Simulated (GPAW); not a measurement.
CuO:

```
Cu O
1.0
     2.83633    0.00000    0.00000
    -1.41816    2.45633    0.00000
     0.00000    0.00000    2.76811
Cu O
1 1
Direct
  0.00000 0.00000 0.00000
  0.66667 0.33333 0.50000
```

Measurements of this composition are mostly on another form, of space group No. 15.

| Quantity | Value |
| --- | --- |
| Program | GPAW 26.7.0 |
| Task | relaxation of cell and atoms |
| Functional | RPBE |
| Dispersion | D4 |
| Potentials or basis | the program's PAW data sets (release 1.2.1) made for this functional |
| Cutoff | 800 eV |
| Basis | pw |
| k mesh | 8 × 8 × 7 |
| Occupations | fermi-dirac, width 0.05 eV |
| Spin | no spin polarisation |

At the start: pressure -2.2 GPa; volume 9.64 Å³/atom.

Question: Where does the relaxation end?

Answer: Over 5 steps the energy falls by 5.9 meV/atom and the volume is 9.58 Å³/atom (-0.7 %); space group P-6m2 (No. 187, to 0.05 Å).

Step by step:
```tsv
step	energy change (eV)	largest force (eV/Å)	pressure (GPa)	volume (Å³)
1	0.0000	0.0000	-2.18	19.29
2	-0.0026	0.0000	-1.62	19.23
3	-0.0092	0.0000	1.57	18.95
4	-0.0097	0.0000	1.38	18.98
5	-0.0118	0.0000	0.02	19.15
```

Final structure:
```yaml
crystal:
  lattice:
    - [2.86294, 0.00000, 0.00000]
    - [-1.43147, 2.47937, 0.00000]
    - [0.00000, 0.00000, 2.69824]
  atoms:
    - { symbol: Cu, position: [0.00000, 0.00000, 0.00000] }
    - { symbol: O, position: [0.66667, 0.33333, 0.50000] }
```

Caveat: with this Cu data set, volumes or pressures lay over 1.5 % or 2 GPa off other programs in two to four cells of ten; later steps reuse the first step's grids; an odd number of electrons without spin polarisation forces a metal; a magnetic or distorted state may lie lower; the run has no spin polarisation, though such a crystal can be magnetic; pairwise dispersion overbinds metals, which lowers pressure and volume.
